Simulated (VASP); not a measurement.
A run of VASP 6.6.1 is set up as follows.

INCAR

```
SYSTEM = CdO
ALGO = Normal ; EDIFF = 1E-7
ENCUT = 520 ; GGA = PE
ISIF = 2 ; ISMEAR = -1
LASPH = .TRUE. ; LCHARG = .FALSE.
LREAL = .FALSE. ; LWAVE = .FALSE.
NBANDS = 16 ; NELM = 60
PREC = Accurate ; SIGMA = 0.05
```

The input KPOINTS:

```
k-points
0
G
  10 10 10
  0 0 0
```

The input POSCAR:

```
CdO
1.0
    0.0000000000      2.3495000000      2.3495000000
    2.3495000000      0.0000000000      2.3495000000
    2.3495000000      2.3495000000      0.0000000000
Cd O
1 1
Direct
    0.0044630000     -0.0095370000     -0.0014180000
    0.4924500000      0.4977320000      0.5023720000
```

Potentials or basis: VASP PAW PBE potentials, release 64 (Cd, O).

Launch:

```bash
$ cat potpaw_PBE.64/Cd/POTCAR potpaw_PBE.64/O/POTCAR > POTCAR
$ mpirun -np 1 vasp_std > vasp.out
```

Q: Estimate the largest force.

A: 0.136 eV/Å.

Q: Predict the pressure.

A: 7.7 GPa.

Q: Estimate the band gap on the k mesh.

A: None (metal or under the smearing width).

Forces in eV/Å, atoms in the order of the input:
```
Cd   0.103 -0.077 -0.044
O   -0.103  0.077  0.044
```
